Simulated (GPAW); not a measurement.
Here is a GPAW 26.7.0 calculation.

Contents of run.py:

```python
from ase.dft.bandgap import bandgap
from ase.io import read, write
from ase.units import GPa
from gpaw import GPAW, PW

atoms = read('POSCAR')

calc = GPAW(mode=PW(500),
            xc='MGGA_X_R2SCAN+MGGA_C_R2SCAN',
            kpts={'size': (8, 8, 2), 'gamma': True},
            occupations={'name': 'fermi-dirac', 'width': 0.05},
            nbands=25,
            maxiter=120,
            txt='gpaw.txt')
atoms.calc = calc
energy = atoms.get_potential_energy()
forces = atoms.get_forces()
stress = atoms.get_stress()
calc.write('gs.gpw')
write('result.traj', atoms)
print(f'Energy: {energy:.6f} eV')
print('Forces (eV/A):')
print(forces.round(4))
print('Stress (GPa):', (stress / GPa).round(3))
print('Fermi level:', round(calc.get_fermi_level(), 4), 'eV')
print(f'Gap: {bandgap(calc)[0]:.4f} eV, direct: {bandgap(calc, direct=True)[0]:.4f} eV')
```

File POSCAR:

```
MoS2
1.0
    3.1841260822      0.0000000000      0.0000000000
   -1.5920630411      2.7575340760      0.0000000000
    0.0000000000      0.0000000000     17.3345999500
Mo S
1 2
Direct
    0.0000000000      0.0000000000      0.0000000000
    0.3333333333      0.6666666667      0.9105070200
    0.3333333333      0.6666666667      0.0894929800
```

Potentials or basis: GPAW PAW data sets (gpaw-data 1.2.1), pw.

Command:

```console
$ OMP_NUM_THREADS=1 python run.py
```

Problem. Estimate the band gap on the k mesh.

Solution. 1.84 eV, indirect (least direct gap 2.08 eV).

Problem. Estimate the largest force.

Solution. 0.025 eV/Å.

Forces in eV/Å, atoms in the order of the input:
```
Mo   0.000  0.000  0.000
S    0.000  0.000 -0.025
S    0.000  0.000  0.025
```

Caveat: the cutoff is short for stress and forces, so pressures can be off by a GPa or more; the PAW data sets were made with another functional, which shifts forces and pressure a little. r2SCAN opens gaps a little over a GGA but as a rule still falls short of measured ones.
